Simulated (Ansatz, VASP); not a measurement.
Si2N: VASP beside Ansatz

```
Si N
1.0
     0.00000    2.62209    2.62209
     2.62209    0.00000    2.62209
     2.62209    2.62209    0.00000
Si N
2 1
Direct
  0.25000 0.25000 0.25000
  0.75000 0.75000 0.75000
  0.00000 0.00000 0.00000
```

Alike in both runs: task relaxation of cell and atoms; functional PBE; k mesh 6 × 6 × 6; occupations gaussian, width 0.1 eV; no spin polarisation.

|  | VASP | Ansatz |
| --- | --- | --- |
| version | VASP 6.6.1 | Ansatz 0.2.0 |
| potentials or method | VASP PAW PBE potentials, release 64 (Si, N) | scalar-relativistic, plane waves, PAW |
| plane-wave cutoff (eV) | 600 | 420 |
| valence electrons in the cell | 13 | 13 |

VASP gave:

| Property | Result |
| --- | --- |
| gap on the k mesh at the Fermi level, each at its own relaxed structure (eV) | none |
| relaxed volume (Å³/atom) | 13.01 |
| relaxed cell length with the largest relative difference (Å) | 3.808 |
| energy change over the relaxation (meV/atom) | -22 |

Q: Estimate Ansatz's values.

A: gap on the k mesh at the Fermi level, each at its own relaxed structure (eV): none; relaxed volume (Å³/atom): 13.00; relaxed cell length with the largest relative difference (Å): 3.806; energy change over the relaxation (meV/atom): -22.

A gap of «none» marks a metal or a gap that the smearing closes.
